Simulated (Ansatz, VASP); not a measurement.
# One calculation of Ca, two programs

```xyz
2
Lattice="3.8271 0.0000 0.0000 -1.9136 3.3144 0.0000 0.0000 0.0000 6.3116" Properties=species:S:1:pos:R:3 pbc="T T T"
Ca    0.0000    2.2096    1.5779
Ca    1.9136    1.1048    4.7337
```

Alike in both runs: functional PBEsol; k mesh 12 × 12 × 6; occupations fermi-dirac, width 0.08 eV; no spin polarisation.

Ansatz relaxed the structure, and its values are those at the end. VASP's run is a single point on that final structure, the one shown.

|  | VASP | Ansatz |
| --- | --- | --- |
| version | VASP 6.6.1 | Ansatz 0.2.0 |
| potentials or method | VASP PAW PBE potentials, release 64 (Ca_sv), cutoff 520 eV | all-electron LAPW, scalar-relativistic |

```tsv
	VASP	Ansatz	Ansatz less VASP
pressure (GPa)	0.4	0.4	-0.01
```

Ansatz ran all-electron here, so the differences hold the error of VASP's frozen core and of both bases.

Caveats: the PAW data sets were made with another functional, which shifts forces and pressure a little (VASP).
